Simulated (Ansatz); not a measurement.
# BeS: energy against volume in PBE, exact exchange and the RPA

The task here is to estimate one member of a computed series from the others.

Program: Ansatz 0.2.0. PBE orbitals, norm-conserving pseudopotentials, plane waves. Values at 0 K without nuclear motion; spin polarisation is off, and the phase may be a hypothetical one.

## Starting point

The cell was relaxed beforehand with r2SCAN; volume changes: +0 %, -5 %, +5 %, -10 %, +10 %.

Space group P6_3/mmc (No. 194), hexagonal; conventional cell a = 3.300 Å, c = 5.255 Å, 12.39 Å³ an atom. Be has 6 S at 2.31 Å and 2 Be at 2.63 Å; S has 6 Be at 2.31 Å.

The structure in full:

```
Be S
1.0
     3.30024    0.00000    0.00000
    -1.65012    2.85809    0.00000
     0.00000    0.00000    5.25522
Be S
2 2
Direct
  0.00000 0.00000 0.00000
  0.00000 0.00000 0.50000
  0.33333 0.66667 0.25000
  0.66667 0.33333 0.75000
```

The first run:

Contents of input.yaml:

```yaml
crystal:
  lattice:
    - [3.300235957, 0.0, 0.0]
    - [-1.6501179785, 2.8580881773, 0.0]
    - [0.0, 0.0, 5.2552221117]
  atoms:
    - { symbol: Be, position: [0.0, 0.0, 0.0] }
    - { symbol: Be, position: [0.0, 0.0, 0.5] }
    - { symbol: S, position: [0.3333333333, 0.6666666667, 0.25] }
    - { symbol: S, position: [0.6666666667, 0.3333333333, 0.75] }
kpoints:
  mp_grid: { grid: [6, 6, 2] }
hamiltonian:
  xc: pbe
  pseudopotentials: { kind: nc }
scf:
  occupations: { method: fixed }
output:
  rpa_energy:
    ecut_chi_ladder: [206, 231, 256, 284, 312]
    long_wavelength: optical_limit
basis:
  ecutwfc: 1800.0
```

Among the steps run: The unscaled cell; Volume -5 %; Volume +5 %; Volume -10 %; Volume +10 %.

One table of the session follows, with a row left open; its other results are not shown here.

It belongs to the step «The three curves». Energies in meV/atom from the unscaled cell:

| volume (Å³/atom) | PBE | exact exchange | EXX+RPA | RPA correlation |
| --- | --- | --- | --- | --- |
| 11.153 | 50.4 | 110.1 | 33.1 | -77.0 |
| 11.773 | ? | ? | ? | ? |
| 12.392 | 0.0 | 0.0 | 0.0 | 0.0 |
| 13.012 | 9.5 | -11.8 | 17.1 | 29.0 |
| 13.632 | 35.6 | -2.4 | 53.0 | 55.4 |

Estimate the missing values for volume (Å³/atom) = 11.773.

Worked estimate for «PBE». A straight line through the neighbours (11.153, 50.4) and (12.392, 0.0) gives 50.4 + (0.0 − 50.4) × (11.773 − 11.153) / (12.392 − 11.153) = 25.2; a parabola fitted to 3 rows on both sides gives 13.6.

The run gave: PBE: 11.7; exact exchange: 38.4; EXX+RPA: 3.7; RPA correlation: -34.7. In «PBE» the line misses by +13.5 and the parabola by +1.9.
